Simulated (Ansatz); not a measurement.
The system is CdSe.

```
CELL_PARAMETERS angstrom
0.00000 3.07027 3.07027
3.07027 0.00000 3.07027
3.07027 3.07027 0.00000
ATOMIC_POSITIONS crystal
Cd 0.00000 0.00000 0.00000
Se 0.25000 0.25000 0.25000
```

Measurements of this composition are mostly on another form, of space group No. 186.

* Program: Ansatz 0.2.0
* Task: relaxation of cell and atoms
* Functional: PBE
* Potentials or basis: all-electron LAPW, scalar-relativistic
* Basis error allowed: 0.001 eV/atom
* k mesh: 6 × 6 × 6
* Occupations: fermi-dirac, width 0.05 eV
* Spin: no spin polarisation

At the start: volume 28.94 Å³/atom.

**Question.** How do energy, volume and symmetry change on relaxing?

**Answer.** Over 4 steps the energy falls by 3.2 meV/atom and the volume is 29.76 Å³/atom (+2.8 %); space group F-43m (No. 216, to 0.05 Å).

The path:
```
step  energy change (eV)  largest force (eV/Å)  volume (Å³)
   1              0.0000                0.0000        57.88
   2             -0.0060                0.0000        59.94
   3             -0.0064                0.0000        59.52
   4             -0.0064                0.0000        59.52
```

Final structure:
```cif
data_structure
_symmetry_space_group_name_H-M 'P 1'
_symmetry_Int_Tables_number 1
_cell_length_a 4.3825
_cell_length_b 4.3825
_cell_length_c 4.3825
_cell_angle_alpha 60.000
_cell_angle_beta 60.000
_cell_angle_gamma 60.000
_cell_volume 59.52
loop_
_atom_site_label
_atom_site_type_symbol
_atom_site_fract_x
_atom_site_fract_y
_atom_site_fract_z
_atom_site_occupancy
Cd1 Cd 0.00000 0.00000 0.00000 1
Se1 Se 0.25000 0.25000 0.25000 1
```
